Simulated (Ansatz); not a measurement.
Computed with Ansatz 0.2.0, DFT PBE, scalar-relativistic, plane waves, PAW. Settings: cutoff 420 eV, Γ-centred meshes spaced at most about 0.3 Å⁻¹, and about 0.25 Å⁻¹ or finer for metals (2π included), Gaussian smearing. No spin polarisation in the final relaxations.

These are static total energies at zero pressure.

Two forms of CdS₄ were relaxed alike.

A.

```yaml
crystal:
  lattice:
    - [-3.03164, 3.03164, 3.03164]
    - [3.03164, -3.03164, 3.03164]
    - [3.03164, 3.03164, -3.03164]
  atoms:
    - { symbol: Cd, position: [0.00000, 0.00000, 0.00000] }
    - { symbol: S, position: [0.00000, 0.00000, 0.50000] }
    - { symbol: S, position: [0.00000, 0.50000, 0.00000] }
    - { symbol: S, position: [0.50000, 0.00000, 0.00000] }
    - { symbol: S, position: [0.50000, 0.50000, 0.50000] }
```

B.

```yaml
crystal:
  lattice:
    - [3.65174, 0.00000, 0.00000]
    - [-1.82587, 3.16250, 0.00000]
    - [0.00000, 0.00000, 8.37846]
  atoms:
    - { symbol: Cd, position: [0.00000, 0.00000, 0.00000] }
    - { symbol: S, position: [0.33333, 0.66667, 0.80677] }
    - { symbol: S, position: [0.33333, 0.66667, 0.41366] }
    - { symbol: S, position: [0.66667, 0.33333, 0.19323] }
    - { symbol: S, position: [0.66667, 0.33333, 0.58634] }
```

Question: Which form is favoured at zero pressure, and by what margin per atom?

Answer: B is lower, by 0.35 eV/atom. A has space group Im-3m (No. 229), 22.3 Å³/atom and no gap on its mesh; B has space group P-3m1 (No. 164), 19.4 Å³/atom and no gap. Counting S atoms around Cd (those within 1.25 times the shortest such distance or 1.15 times the sum of covalent radii, 1.27 where that leaves under three), A has Cd 8 and B has Cd 6. The denser one is the lower, and pressure would at first widen the difference. Even the lower one lies +0.41 eV/atom against the reference forms of the elements (uncorrected), so neither is stable at this level. Both come from invented guesses. A third cell relaxed alike, in P4/mmm, lies 0.32 eV/atom below the lower of the two.

A magnetic state wasn't ruled out in cells without spin, among them Im-3m. Cells relaxed within their symmetry can be saddle points.

B's advantage doesn't come from more Cd–S contacts, since its cadmium has fewer sulfur neighbours than A's, yet the cell is denser. The coordinates show where the space is saved: half of B's sulfur forms a buckled sheet between CdS₂-like layers, with S–S contacts much shorter than in A's open simple-cubic sulfur array. Partial S–S bonding is therefore the probable source of the energy gain.

Even these contacts are far longer than a normal S–S single bond. Divalent cadmium can supply only two electrons to four sulfur atoms, so a closed-shell CdS₄ would need polysulfide chains. Without them the sulfur p band is left with holes, which fits the missing gap in both forms and probably explains much of their high energy. The lower P4/mmm cell shows that B isn't the best arrangement even among those tried, though that cell too remains above the elements. Because CdS is a strongly bound compound, decomposition into CdS and sulfur should be a still harsher test than the elemental reference used here.
